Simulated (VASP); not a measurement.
TePb, 2 atoms in the cell. Symmetry: Fm-3m, No. 225, cubic system. The conventional cell has a = 6.572 Å, b = 6.572 Å, c = 6.572 Å, α = 90.00°, β = 90.00°, γ = 90.00°. Around Te (site symmetry m-3m) lie 6 Pb at 3.29 Å. Around Pb (site symmetry m-3m) lie 6 Te at 3.29 Å. 

| Item | Value |
| --- | --- |
| Program | VASP 6.6.1 |
| Task | single point |
| Functional | PBE |
| Potentials or basis | VASP PAW PBE potentials, release 64 (Te, Pb_d) |
| Cutoff | 520 eV |
| k mesh | 8 × 8 × 8 |
| Occupations | gaussian, width 0.02 eV |
| Spin | no spin polarisation |
| Dipole correction | no |
| Further INCAR settings | ALGO = Normal; EDIFF = 1e-06; NBANDS = 17 |

Potentials or basis: VASP PAW PBE potentials, release 64 (Te, Pb_d).

Launch:

```console
$ cat potpaw_PBE.64/Te/POTCAR potpaw_PBE.64/Pb_d/POTCAR > POTCAR
$ mpirun -np 1 vasp_std > vasp.out
```

Hardware: 1 thread of Intel(R) Xeon(R) Platinum 8559C (Emerald Rapids) (shared host).

How long does it take, and how much memory?

Wall time 27 s on 1 thread of Intel(R) Xeon(R) Platinum 8559C (Emerald Rapids) (shared host), peak memory 0.21 GiB. Counts: scf iterations 12, k points 29.
